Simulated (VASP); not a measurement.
# MgB2 (P6/mmm) in VASP: a series of runs

One crystal, MgB2, is run at these levels: PBE, r2SCAN; tasks: relaxation of cell and atoms.

All numbers are computed with VASP 6.6.1; they aren't measurements. Logs are shortened: lines on timing, memory, paths and dates and some standing lists are left out, and cuts for length are marked.

## 1. The structure

It takes space group P6/mmm (No. 191, hexagonal). Conventional cell: a = 3.085 Å, b = 3.085 Å, c = 3.523 Å, α = 90.00°, β = 90.00°, γ = 120.00°. Mg (site symmetry 6/mmm) is surrounded by 12 B at 2.51 Å. B (site symmetry -6m2) has 3 B at 1.78 Å as nearest neighbours.

## 2. Relaxation of cell and atoms, PBE

INCAR reads:

```
PREC = Accurate ; ENCUT = 600
EDIFF = 1E-6 ; ISMEAR = 1
SIGMA = 0.1 ; LREAL = False
LASPH = True ; NELM = 80
ALGO = Normal ; ISIF = 3
LWAVE = False ; LCHARG = False
GGA = PE ; IBRION = 2
NSW = 90 ; EDIFFG = -0.01
```

KPOINTS reads:

```
regular mesh
0
Gamma
  15 15 10
```

POSCAR reads:

```
MgB2
1.0
    3.0850000000      0.0000000000      0.0000000000
   -1.5425000000      2.6716883700      0.0000000000
    0.0000000000      0.0000000000      3.5230000000
Mg B
1 2
Direct
    0.0000000000      0.0000000000      0.0000000000
    0.3333333300      0.6666666700      0.5000000000
    0.6666666700      0.3333333300      0.5000000000
```

Potentials or basis: VASP PAW PBE potentials, release 64 (Mg, B).

Launch:

```bash
$ cat potpaw_PBE.64/Mg/POTCAR potpaw_PBE.64/B/POTCAR > POTCAR
$ mpirun -np 1 vasp_std > vasp.out
```

OUTCAR:

```text
PREC = Accurate
   ENCUT = 600
   EDIFF = 1E-6
   ISMEAR = 1
   LREAL = False
   LASPH = True
   NELM = 80
   ISIF = 3
   GGA = PE
   IBRION = 2
   NSW = 90
   EDIFFG = -0.01

 ion  position               nearest neighbor table
   1  0.000  0.000  0.000-   2 2.51   3 2.51   2 2.51   3 2.51   2 2.51   2 2.51   3 2.51   3 2.51
                             3 2.51   3 2.51   2 2.51   2 2.51
   2  0.333  0.667  0.500-   3 1.78   3 1.78   3 1.78   1 2.51   1 2.51   1 2.51   1 2.51   1 2.51
                             1 2.51
   3  0.667  0.333  0.500-   2 1.78   2 1.78   2 1.78   1 2.51   1 2.51   1 2.51   1 2.51   1 2.51
                             1 2.51

  LATTYP: Found a hexagonal cell.
 ALAT       =     3.0850000000
 C/A-ratio  =     1.1419773096

  Lattice vectors:

 A1 = (   3.0850000000,   0.0000000000,   0.0000000000)
 A2 = (  -1.5425000000,   2.6716883700,   0.0000000000)
 A3 = (   0.0000000000,   0.0000000000,   3.5230000000)

Analysis of symmetry for initial positions (statically):
=====================================================================
 Subroutine PRICEL returns:
 Original cell was already a primitive cell.

 Routine SETGRP: Setting up the symmetry group for a
 hexagonal supercell.

 Subroutine GETGRP returns: Found 24 space group operations
 (whereof 24 operations were pure point group operations)
 out of a pool of 24 trial point group operations.

The static configuration has the point symmetry D_6h.

Analysis of symmetry for dynamics (positions and initial velocities):
=====================================================================
 Subroutine PRICEL returns:
 Original cell was already a primitive cell.

 Routine SETGRP: Setting up the symmetry group for a
 hexagonal supercell.

 Subroutine GETGRP returns: Found 24 space group operations
 (whereof 24 operations were pure point group operations)
 out of a pool of 24 trial point group operations.

The dynamic configuration has the point symmetry D_6h.

 Subroutine INISYM returns: Found 24 space group operations
 (whereof 24 operations are pure point group operations),
 and found     1 'primitive' translations

----------------------------------------------------------------------------------------

                                     Primitive cell

  volume of cell :      29.0371

  direct lattice vectors                    reciprocal lattice vectors
     3.085000000  0.000000000  0.000000000     0.324149109  0.187147575  0.000000000
    -1.542500000  2.671688370  0.000000000     0.000000000  0.374295150  0.000000000
     0.000000000  0.000000000  3.523000000     0.000000000  0.000000000  0.283848992

  length of vectors
     3.085000000  3.084999999  3.523000000     0.374295150  0.374295150  0.283848992

  position of ions in fractional coordinates (direct lattice)
     0.000000000  0.000000000  0.000000000
     0.333333330  0.666666670  0.500000000
     0.666666670  0.333333330  0.500000000

  ion indices of the primitive-cell ions
   primitive index   ion index
                 1           1
                 2           2
                 3           3

----------------------------------------------------------------------------------------

 KPOINTS: regular mesh

Automatic generation of k-mesh.
 Grid dimensions read from file:
 generate k-points for:   15   15   10

 Generating k-lattice:

  Cartesian coordinates                     Fractional coordinates (reciprocal lattice)
     0.021609941  0.012476505  0.000000000     0.066666667  0.000000000  0.000000000
     0.000000000  0.024953010  0.000000000     0.000000000  0.066666667  0.000000000
     0.000000000  0.000000000  0.028384899     0.000000000  0.000000000  0.100000000

  Length of vectors
     0.024953010  0.024953010  0.028384899

  Shift w.r.t. Gamma in fractional coordinates (k-lattice)
     0.000000000  0.000000000  0.000000000

 Subroutine IBZKPT returns following result:
 ===========================================

 Found    162 irreducible k-points:

 Following reciprocal coordinates:
            Coordinates               Weight
  0.000000  0.000000  0.000000      1.000000
  0.066667 -0.000000  0.000000      6.000000
  0.133333 -0.000000  0.000000      6.000000
  0.200000  0.000000  0.000000      6.000000
  0.266667 -0.000000  0.000000      6.000000
  0.333333  0.000000  0.000000      6.000000
[... 16 lines left out ...]
  0.333333  0.200000  0.000000     12.000000
  0.400000  0.200000  0.000000      6.000000
 [... further k-points ...]
   k-points           NKPTS =    162   k-points in BZ     NKDIM =    162   number of bands    NBANDS=      8
   number of dos      NEDOS =    301   number of ions     NIONS =      3
   total plane-waves  NPLWV =  21952
   dimension x,y,z NGX =    28 NGY =   28 NGZ =   28
   dimension x,y,z NGXF=    56 NGYF=   56 NGZF=   56
   ions per type =               1   2
   NGX,Y,Z   is equivalent  to a cutoff of  15.09, 15.09, 13.21 a.u.
   NGXF,Y,Z  is equivalent  to a cutoff of  30.18, 30.18, 26.43 a.u.
 SYSTEM =  unknown system
   PREC   = accura    normal or accurate (medium, high low for compatibility)
   ISTART =      0    job   : 0-new  1-cont  2-samecut
   ICHARG =      2    charge: 1-file 2-atom 10-const
   ISPIN  =      1    spin polarized calculation?
   LNONCOLLINEAR =      F non collinear calculations
   LSORBIT =      F    spin-orbit coupling
   LASPH  =      T    aspherical Exc in radial PAW
   ENCUT  =  600.0 eV  44.10 Ry    6.64 a.u.   6.16  6.16  7.04*2*pi/ulx,y,z
   NELM   =     80;   NELMIN=  2; NELMDL= -5     # of ELM steps
   EDIFF  = 0.1E-05   stopping-criterion for ELM
   LREAL  =      F    real-space projection
   EDIFFG = -.1E-01   stopping-criterion for IOM
   NSW    =     90    number of steps for IOM
   IBRION =      2    ionic relax: 0-MD 1-quasi-New 2-CG
   NFREE  =      1    steps in history (QN), initial steepest desc. (CG)
   ISIF   =      3    stress and relaxation
   ISYM   =      2    0-nonsym 1-usesym 2-fastsym
   POTIM  = 0.5000    time-step for ionic-motion
   TEBEG  =    0.0;   TEEND  =   0.0 temperature during run
   PSTRESS=    0.0 pullay stress
   NELECT =       8.0000    total number of electrons
   NUPDOWN=      -1.0000    fix difference up-down
   EMIN   =  10.00;   EMAX   =-10.00  energy-range for DOS
   EFERMI =   0.00;   METHOD = LEGACY
   ISMEAR =     1;   SIGMA  =   0.10  broadening in eV -4-tet -1-fermi 0-gaus
   EFERMI_NEDOS =   21; number of points for ismear=-14 and -15
   IALGO  =     38    algorithm
   IMIX   =      4    mixing-type and parameters
     AMIX     =   0.40;   BMIX     =  1.00
     AMIX_MAG =   1.60;   BMIX_MAG =  1.00
  volume/ion in A,a.u.               =       9.68        65.32
  Fermi-wavevector in a.u.,A,eV,Ry     =   1.065255  2.013040 15.439462  1.134768
  Thomas-Fermi vector in A             =   2.200801
   LORBIT       =      0    0 simple, 1 ext, 2 COOP (PROOUT), +10 PAW based schemes
   GGA     = PE    functional components
   LHFCALC =     F    Hartree Fock is set to
   AEXX    =    0.0000 exact exchange contribution
   IVDW    =     0    specifies the selected vdW correction
   LEPSILON=     F    determine dielectric tensor
   LRPA    =     F    only Hartree local field effects (RPA)
 conjugate gradient relaxation of ions
 non-spin polarized calculation
 Methfessel and Paxton  Order N= 1 SIGMA  =   0.10
  energy-cutoff  :      600.00
  volume of cell :       29.04
 maximum number of plane-waves:       986
 NGX is ok and might be reduce to    28
   NGX = 13   NGY = 13   NGZ = 15

--------------------------------------- Ionic step        1  -------------------------------------------

 number of electron       8.0000000 magnetization

 Free energy of the ion-electron system (eV)
  ---------------------------------------------------
  ext. energy  EPLUGINS =         0.00000000
  ---------------------------------------------------
  free energy    TOTEN  =       -15.32427703 eV

  energy without entropy =      -15.32436328  energy(sigma->0) =      -15.32430578

------------------------ aborting loop because EDIFF is reached ----------------------------------------

  FORCE on cell =-STRESS in cart. coord.  units (eV):
  Direction    XX          YY          ZZ          XY          YZ          ZX
  --------------------------------------------------------------------------------------
  -------------------------------------------------------------------------------------
  Total       -0.4057438     -0.4057438      0.0523175     -0.0000000     -0.0000000      0.0000000
  in kB      -22.3876689    -22.3876689      2.8867136     -0.0000000     -0.0000000      0.0000000
  external PRESSURE =     -13.9628747 kB  Pullay stress =       0.0000000 kB

 VOLUME and BASIS-vectors are now :
 -----------------------------------------------------------------------------
  energy-cutoff  :      600.00
  volume of cell :       29.04
      direct lattice vectors                 reciprocal lattice vectors
     3.085000000  0.000000000  0.000000000     0.324149109  0.187147575  0.000000000
    -1.542500000  2.671688370  0.000000000     0.000000000  0.374295150  0.000000000
     0.000000000  0.000000000  3.523000000     0.000000000  0.000000000  0.283848992
[... 112 lines left out ...]
 POSITION                                       TOTAL-FORCE (eV/Angst)
 -----------------------------------------------------------------------------------
      0.00000     -0.00000      0.00000         0.000000      0.000000      0.000000
     -0.00000      1.77314      1.76252         0.000000      0.000000     -0.000000
      1.53558      0.88657      1.76252        -0.000000     -0.000000      0.000000
 -----------------------------------------------------------------------------------
    total drift:                                0.000000      0.000000      0.000000

  FREE ENERGIE OF THE ION-ELECTRON SYSTEM (eV)
  ---------------------------------------------------
  free  energy   TOTEN  =       -15.3261709006 eV

  energy  without entropy=      -15.3261805182  energy(sigma->0) =      -15.32617411

--------------------------------------- Ionic step        5  -------------------------------------------

 number of electron       8.0000000 magnetization

 Free energy of the ion-electron system (eV)
  ---------------------------------------------------
  ext. energy  EPLUGINS =         0.00000000
  ---------------------------------------------------
  free energy    TOTEN  =       -15.32620077 eV

  energy without entropy =      -15.32619500  energy(sigma->0) =      -15.32619885

 E-fermi :   5.2712     XC(G=0): -10.9398

 val. band max:        5.2657132720   @ k =   0.1333  -0.0000   0.3000
 cond. band min:       5.2791547339   @ k =   0.4667  -0.0000   0.3000
 fundamental gap:      0.0134414619
 Fermi energy:         5.2712382377

 k-point     1 :       0.0000    0.0000    0.0000
  band No.  band energies     occupation
      1      -7.1539      2.00000
      2       2.3030      2.00000
      3       5.6965     -0.00000
      4       5.6965     -0.00000
      5       6.8971     -0.00000
      6      11.6986      0.00000
      7      11.6986      0.00000
      8      13.5659      0.00000

 k-point     2 :       0.0667   -0.0000    0.0000
  band No.  band energies     occupation
      1      -7.0762      2.00000
      2       2.3791      2.00000
      3       5.2934      0.63451
      4       5.5071     -0.00425
      5       6.9666     -0.00000
      6      11.6528      0.00000
      7      12.0456      0.00000
      8      13.7309      0.00000
[... 221 lines left out ...]
 k-point    23 :       0.3333    0.2000    0.0000
  band No.  band energies     occupation
      1      -3.4942      2.00000
      2      -1.2834      2.00000
      3       0.9836      2.00000
      4       5.6707     -0.00000
      5       8.5100      0.00000
      6      10.3531      0.00000
      7      11.7481      0.00000
      8      13.5054      0.00000

 k-point    24 :       0.4000    0.2000    0.0000
  band No.  band energies     occupation
      1      -2.7766      2.00000
      2      -2.0975      2.00000
      3       0.8894      2.00000
      4       6.0677     -0.00000
      5       8.0298      0.00000
      6      10.9230      0.00000
      7      11.2698      0.00000
      8      13.4315      0.00000

 [... further k-points ...]
[... 5 lines left out ...]
  --------------------------------------------------------------------------------------
  -------------------------------------------------------------------------------------
  Total       -0.0053135     -0.0053135      0.0127138      0.0000000      0.0000000      0.0000000
  in kB       -0.2954068     -0.2954068      0.7068330      0.0000000      0.0000000      0.0000000
  external PRESSURE =       0.0386731 kB  Pullay stress =       0.0000000 kB

 VOLUME and BASIS-vectors are now :
 -----------------------------------------------------------------------------
  energy-cutoff  :      600.00
  volume of cell :       28.82
      direct lattice vectors                 reciprocal lattice vectors
     3.071143310  0.000000000 -0.000000000     0.325611637  0.187991966  0.000000000
    -1.535571655  2.659688125  0.000000000     0.000000000  0.375983932  0.000000000
     0.000000000 -0.000000000  3.528081557     0.000000000  0.000000000  0.283440160

 POSITION                                       TOTAL-FORCE (eV/Angst)
 -----------------------------------------------------------------------------------
      0.00000      0.00000      0.00000         0.000000      0.000000     -0.000000
     -0.00000      1.77313      1.76404        -0.000000     -0.000000      0.000000
      1.53557      0.88656      1.76404         0.000000      0.000000     -0.000000
 -----------------------------------------------------------------------------------
    total drift:                                0.000000      0.000000      0.000000

  FREE ENERGIE OF THE ION-ELECTRON SYSTEM (eV)
  ---------------------------------------------------
  free  energy   TOTEN  =       -15.3262007750 eV

  energy  without entropy=      -15.3261949967  energy(sigma->0) =      -15.32619885

 reached required accuracy - stopping structural energy minimisation
```

It took 52 s on 1 thread of Intel Xeon Platinum 8488C (Sapphire Rapids), shared host; peak memory 0.2 GiB.

What came out:

* Free energy: -15.3262 eV
* Relaxed volume: 9.61 Å³/atom
* Relaxed cell: a = 3.071 Å, b = 3.071 Å, c = 3.528 Å, α = 90.00°, β = 90.00°, γ = 120.00°
* Space group after relaxing (to 0.05 Å): P6/mmm (No. 191)
* Energy gained by relaxing: 0.6 meV/atom
* Ionic steps: 5
* Pressure after relaxing: 0.0 GPa
* Band gap on the k mesh: none (metal or under the smearing width)

Stress tensor (GPa, compression positive):
```
-0.03  0.00  0.00
 0.00 -0.03  0.00
 0.00  0.00  0.07
```

The path:
```
step  energy change (eV)  largest force (eV/Å)  pressure (GPa)  volume (Å³)
   1              0.0000                0.0000           -1.40        29.04
   2             -0.0015                0.0000            0.79        28.68
   3             -0.0019                0.0000            0.12        28.79
   4             -0.0019                0.0000            0.10        28.79
   5             -0.0019                0.0000            0.00        28.82
```

Final structure:
```yaml
crystal:
  lattice:
    - [3.07114, 0.00000, 0.00000]
    - [-1.53557, 2.65969, 0.00000]
    - [0.00000, 0.00000, 3.52808]
  atoms:
    - { symbol: Mg, position: [0.00000, 0.00000, 0.00000] }
    - { symbol: B, position: [0.33333, 0.66667, 0.50000] }
    - { symbol: B, position: [0.66667, 0.33333, 0.50000] }
```

## 3. Relaxation of cell and atoms, PBE

This run uses another cell than the first one, of 9.61 Å³/atom, 0.992 times its volume.

INCAR reads:

```
PREC = Accurate ; ENCUT = 600
EDIFF = 1E-7 ; ISMEAR = 1
SIGMA = 0.1 ; LREAL = False
LASPH = True ; NELM = 80
ALGO = Normal ; ISIF = 3
LWAVE = False ; LCHARG = False
GGA = PE ; IBRION = 2
NSW = 90 ; EDIFFG = -0.005
```

KPOINTS is that of step 2.

POSCAR reads:

```
MgB2                                    
1.0
    3.0711433102      0.0000000000     -0.0000000000
   -1.5355716551      2.6596881247      0.0000000000
    0.0000000000     -0.0000000000      3.5280815573
  Mg              B             
     1     2
Direct
     0.0000000000000000    0.0000000000000000    0.0000000000000000
     0.3333333300000021    0.6666666699999979    0.5000000000000000
     0.6666666699999979    0.3333333300000021    0.5000000000000000
```

Potentials or basis: VASP PAW PBE potentials, release 64 (Mg, B).

Launch:

```bash
$ cat potpaw_PBE.64/Mg/POTCAR potpaw_PBE.64/B/POTCAR > POTCAR
$ mpirun -np 1 vasp_std > vasp.out
```

It took 23 s on 1 thread of Intel Xeon Platinum 8488C (Sapphire Rapids), shared host; peak memory 0.2 GiB.

It converged, with:

- Free energy: -15.3261 eV
- Pressure after relaxing: 0.0 GPa
- Band gap on the k mesh: none (metal or under the smearing width)

Stress tensor (GPa, compression positive):
```
-0.03  0.00  0.00
 0.00 -0.03  0.00
 0.00  0.00  0.06
```

Final structure:
```xyz
3
Lattice="3.0711 0.0000 0.0000 -1.5356 2.6597 0.0000 0.0000 0.0000 3.5281" Properties=species:S:1:pos:R:3 pbc="T T T"
Mg    0.0000    0.0000    0.0000
B     0.0000    1.7731    1.7640
B     1.5356    0.8866    1.7640
```

Levels at points of the mesh, in eV from the Fermi level:
| k point | band 2 | band 3 | band 4 | band 5 | band 6 | band 7 |
| --- | --- | --- | --- | --- | --- | --- |
| (0.00, 0.00, 0.00) | -2.97 | 0.43 | 0.43 | 1.63 | 6.43 | 6.43 |
| (0.00, 0.00, 0.50) | -7.42 | 0.79 | 0.79 | 6.74 | 6.74 | 8.10 |

Caveat: the relaxation stopped at its first step, so nothing moved.

## 4. Relaxation of cell and atoms, r2SCAN

INCAR reads:

```
ALGO     = Normal         # electronic algorithm
EDIFF    = 1E-6           # SCF threshold, eV
EDIFFG   = -0.01          # ionic threshold
ENCUT    = 600            # plane-wave cutoff, eV
IBRION   = 2              # ionic algorithm
ISIF     = 3              # what is computed and relaxed
ISMEAR   = 1              # smearing method
LASPH    = T              # aspherical terms in the spheres
LCHARG   = F              # write CHGCAR
LMIXTAU  = T            
LREAL    = F              # projectors in reciprocal space
LWAVE    = F              # write WAVECAR
METAGGA  = R2SCAN         # meta-GGA
NELM     = 80             # most SCF steps
NSW      = 90             # ionic steps
PREC     = Accurate       # precision mode
SIGMA    = 0.1            # smearing width, eV
```

KPOINTS reads:

```
k-points
0
Gamma
  15 15 10
```

POSCAR reads:

```
MgB2
1.0
    3.0850000000      0.0000000000      0.0000000000
   -1.5425000000      2.6716883700      0.0000000000
    0.0000000000      0.0000000000      3.5230000000
Mg B
1 2
Direct
    0.0000000000      0.0000000000      0.0000000000
    0.3333333300      0.6666666700      0.5000000000
    0.6666666700      0.3333333300      0.5000000000
```

Launch:

```bash
$ cat potpaw_PBE.64/Mg/POTCAR potpaw_PBE.64/B/POTCAR > POTCAR
$ mpirun -np 1 vasp_std > vasp.out
```

Wall time 6.4 min (1 thread of Intel Xeon Platinum 8488C (Sapphire Rapids), shared host); peak memory 0.21 GiB.

Results (log left out):

| Quantity | Value |
| --- | --- |
| Free energy | -19.4079 eV |
| Relaxed volume | 9.52 Å³/atom |
| Relaxed cell | a = 3.065 Å, b = 3.065 Å, c = 3.511 Å, α = 90.00°, β = 90.00°, γ = 120.00° |
| Space group after relaxing (to 0.05 Å) | P6/mmm (No. 191) |
| Energy gained by relaxing | 1.5 meV/atom |
| Ionic steps | 5 |
| Pressure after relaxing | 0.0 GPa |
| Band gap on the k mesh | none (metal or under the smearing width) |

The path:
| step | energy change (eV) | largest force (eV/Å) | pressure (GPa) | volume (Å³) |
| --- | --- | --- | --- | --- |
| 1 | 0.0000 | 0.0000 | -2.72 | 29.04 |
| 2 | -0.0034 | 0.0000 | 1.31 | 28.35 |
| 3 | -0.0046 | 0.0000 | -0.06 | 28.58 |
| 4 | -0.0046 | 0.0000 | -0.13 | 28.59 |
| 5 | -0.0046 | 0.0000 | -0.05 | 28.56 |

Final structure:
```cif
data_structure
_symmetry_space_group_name_H-M 'P 1'
_symmetry_Int_Tables_number 1
_cell_length_a 3.0649
_cell_length_b 3.0649
_cell_length_c 3.5109
_cell_angle_alpha 90.000
_cell_angle_beta 90.000
_cell_angle_gamma 120.000
_cell_volume 28.56
loop_
_atom_site_label
_atom_site_type_symbol
_atom_site_fract_x
_atom_site_fract_y
_atom_site_fract_z
_atom_site_occupancy
Mg1 Mg 0.00000 0.00000 0.00000 1
B1 B 0.33333 0.66667 0.50000 1
B2 B 0.66667 0.33333 0.50000 1
```

Levels at points of the mesh, in eV from the Fermi level:
```tsv
k point	band 2	band 3	band 4	band 5	band 6	band 7
(0.00, 0.00, 0.00)	-3.19	0.42	0.42	1.98	6.73	6.73
(0.00, 0.00, 0.50)	-7.82	0.82	0.82	7.03	7.03	8.73
```

Caveat: the PAW data sets were made with another functional, which shifts forces and pressure a little.

(Continued in part 2 of 2.)
